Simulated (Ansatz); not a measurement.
Input and command of a plane-wave DFT calculation in Ansatz:

```yaml
crystal:
  lattice:
    - [8.3347933396, 0.0, 0.0]
    - [0.0, 11.7871777804, 0.0]
    - [0.0, 0.0, 20.1673966698]
  atoms:
    - { symbol: In, position: [0.25, 0.75, 0.3966798557] }
    - { symbol: In, position: [0.25, 0.25, 0.3966798557] }
    - { symbol: In, position: [0.75, 0.75, 0.3966798557] }
    - { symbol: In, position: [0.75, 0.25, 0.3966798557] }
    - { symbol: P, position: [0.5, 0.125, 0.3966798557] }
    - { symbol: P, position: [0.5, 0.625, 0.3966798557] }
    - { symbol: P, position: [0.0, 0.125, 0.3966798557] }
    - { symbol: P, position: [0.0, 0.625, 0.3966798557] }
    - { symbol: In, position: [0.5, 0.5, 0.5] }
    - { symbol: In, position: [0.5, 0.0, 0.5] }
    - { symbol: In, position: [0.0, 0.5, 0.5] }
    - { symbol: In, position: [0.0, 0.0, 0.5] }
    - { symbol: P, position: [0.75, 0.875, 0.5] }
    - { symbol: P, position: [0.75, 0.375, 0.5] }
    - { symbol: P, position: [0.25, 0.875, 0.5] }
    - { symbol: P, position: [0.25, 0.375, 0.5] }
    - { symbol: In, position: [0.75, 0.25, 0.6033201443] }
    - { symbol: In, position: [0.75, 0.75, 0.6033201443] }
    - { symbol: In, position: [0.25, 0.25, 0.6033201443] }
    - { symbol: In, position: [0.25, 0.75, 0.6033201443] }
    - { symbol: P, position: [0.0, 0.625, 0.6033201443] }
    - { symbol: P, position: [0.0, 0.125, 0.6033201443] }
    - { symbol: P, position: [0.5, 0.625, 0.6033201443] }
    - { symbol: P, position: [0.5, 0.125, 0.6033201443] }
basis:
  ecutwfc: 420
kpoints:
  mp_grid: { grid: [2, 2, 1] }
hamiltonian:
  xc: pbe
  dispersion: d3bj
scf:
  occupations: { method: gaussian, width: 0.05 }
output:
  forces: true
  eigenvalues: true
  write_density: true
  write_potential: true
  elf: true
  volumetric_format: npy
relax:
  adjacent_minimum: "off"
  f_tol: 0.03
  max_steps: 70
  constraints: [{ sites: [0, 1, 2, 3, 4, 5, 6, 7] }]
efield:
  axis: 3
  dipole_correction: true
  ramp_width: 0.04
```

```bash
ansatz run input.yaml --threads 8 --pin off --max-ram 20480MiB --backend cpu --events-out ev --progress --plain --runs-dir out
```

Processor: Arm Neoverse V1, 8 threads, on a host shared with other jobs.

Estimate time, memory and problem size.

About 71 s on 8 threads of Arm Neoverse V1, with other jobs on the host, peak memory 5 GiB. It solves 132 bands at 4 k points (the mesh reduced by symmetry) with about 38667 plane waves, in 38 SCF iterations over 6 ionic steps.
